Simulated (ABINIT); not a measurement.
Crystal: AlAu2.

```
CELL_PARAMETERS angstrom
-1.67151 1.67151 4.39908
1.67151 -1.67151 4.39908
1.67151 1.67151 -4.39908
ATOMIC_POSITIONS crystal
Au 0.34373 0.34373 0.00000
Au 0.65627 0.65627 0.00000
Al 0.00000 0.00000 0.00000
```

The cell comes from a database or a generator and needn't be the stable form of this composition.

| Quantity | Value |
| --- | --- |
| Program | ABINIT 10.8.3 (patched build) |
| Task | relaxation of cell and atoms |
| Functional | LDA |
| Potentials or basis | JTH PAW LDA v2.0 |
| Cutoff | 544 eV |
| k mesh | 9 × 9 × 9 |
| Occupations | fermi-dirac, width 0.05 eV |
| Spin | no spin polarisation |

At the start: pressure -6.1 GPa; volume 16.39 Å³/atom.

Task: How do energy, volume and symmetry change on relaxing?

Result: Over 11 steps the energy falls by 13.0 meV/atom and the volume is 15.73 Å³/atom (-4.0 %); space group I4/mmm (No. 139, to 0.05 Å).

The path:
```tsv
step	energy change (eV)	largest force (eV/Å)	pressure (GPa)	volume (Å³)
1	0.0000	0.0225	-6.10	49.16
2	-0.0272	0.0122	-3.39	48.25
3	-0.0381	0.0342	0.26	47.17
4	-0.0383	0.0185	0.01	47.23
5	-0.0385	0.0116	-0.14	47.26
6	-0.0387	0.0345	-0.11	47.25
7	-0.0387	0.0412	-0.03	47.22
8	-0.0388	0.0379	0.06	47.19
9	-0.0389	0.0231	0.11	47.17
10	-0.0389	0.0060	0.07	47.18
11	-0.0389	0.0000	0.02	47.20
```

Final structure:
```xyz
3
Lattice="-1.6431 1.6431 4.3704 1.6431 -1.6431 4.3704 1.6431 1.6431 -4.3704" Properties=species:S:1:pos:R:3 pbc="T T T"
Au    0.0000    0.0000    3.0075
Au    0.0000    0.0000    5.7333
Al    0.0000    0.0000    0.0000
```
